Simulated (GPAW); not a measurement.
Here is a GPAW 26.7.0 calculation.

File run.py:

```python
from ase import Atoms
from ase.dft.bandgap import bandgap
from ase.io import write
from ase.units import GPa
from gpaw import GPAW, PW

atoms = Atoms(['As', 'Ga'],
              cell=[[0.0, 2.82685, 2.82685],
                    [2.82685, 0.0, 2.82685],
                    [2.82685, 2.82685, 0.0]],
              scaled_positions=[[0.75, 0.75, 0.75],
                                [0.0, 0.0, 0.0]],
              pbc=True)

calc = GPAW(mode=PW(600),
            xc='PBE',
            kpts={'size': (8, 8, 8), 'gamma': True},
            occupations={'name': 'methfessel-paxton', 'order': 0, 'width': 0.024},
            nbands=11,
            convergence={'density': 1e-05, 'energy': 1e-05},
            maxiter=150,
            txt='gpaw.txt')
atoms.calc = calc
energy = atoms.get_potential_energy()
forces = atoms.get_forces()
stress = atoms.get_stress()
calc.write('gs.gpw')
write('result.traj', atoms)
print(f'Energy: {energy:.6f} eV')
print('Forces (eV/A):')
print(forces.round(4))
print('Stress (GPa):', (stress / GPa).round(3))
print('Fermi level:', round(calc.get_fermi_level(), 4), 'eV')
print(f'Gap: {bandgap(calc)[0]:.4f} eV, direct: {bandgap(calc, direct=True)[0]:.4f} eV')
```

Potentials or basis: GPAW PAW data sets (gpaw-data 1.2.1), pw.

The run is started by

```sh
$ OMP_NUM_THREADS=1 python run.py
```

Problem. Predict the band gap on the k mesh.

Solution. 0.59 eV, direct.

Problem. What does it give for the pressure?

Solution. 4.3 GPa.

**Experimental background.**

From “Evidence of valence band perturbations in GaAsN/GaAs(001): A combined variable-angle spectroscopic ellipsometry and modulated photoreflectance investigation”, 2008, arxiv:0805.2212, for a bulk crystal of GaAs at 300 K: band gap 1.412 ± 0.01 eV (direct).

Against the measured gap of GaAs, 1.412 eV (direct; 300 K; “Evidence of valence band perturbations in GaAsN/GaAs(001): A combined variable-angle spectroscopic ellipsometry and modulated photoreflectance investigation”, 2008, arxiv:0805.2212), the calculated 0.59 eV is off by -0.83 eV. 3 values of this kind are on record (1.412 to 1.51 eV); this one was drawn at random among those near their median, those with a stated uncertainty first. Spin-orbit coupling on As, Ga is left out. The value is that of PBE on a finite k mesh, which can miss the band edges, without temperature or zero-point motion. Semilocal functionals fall short of measured gaps as a rule.
